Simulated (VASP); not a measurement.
## CoO: equation of state with LDA

CoO:

```xyz
2
Lattice="-1.4383 1.4383 2.0354 1.4383 -1.4383 2.0354 1.4383 1.4383 -2.0354" Properties=species:S:1:pos:R:3 pbc="T T T"
Co    0.0000    0.0000    0.0000
O     0.0000    0.0000    2.0354
```

```
Program                : VASP 6.6.1
Task                   : equation of state
Functional             : LDA
Potentials or basis    : VASP PAW LDA potentials, release 64 (Co, O)
Cutoff                 : 520 eV
k mesh                 : 10 × 10 × 10
Occupations            : fermi-dirac, width 0.05 eV
Spin                   : collinear spin, ferromagnetic start
Starting moments       : [2.0, 0.0] μB
Ladder                 : gaps
Further INCAR settings : ALGO = Normal; EDIFF = 1e-06
```

```
Equilibrium volume                        : 8.48 Å³/atom (rough: see the caveat)
Bulk modulus at fixed shape and positions : 226 GPa (rough)
```

Energy against volume, from the lowest point:
```tsv
volume (Å³/atom)	energy (meV/atom)
8.084	6.69
8.253	3.89
8.421	0.00
8.590	1.91
8.758	8.49
```

All runs of the series together: 3.8 min on 1 thread of AMD EPYC 9R14 (Zen 4), on a shared host.

Caveat: the fit is doubtful: noisy points or a state that changes with volume; the cell was scaled at fixed shape and fractional positions, which overstates the stiffness of a crystal with free parameters, most of all of layers and chains.
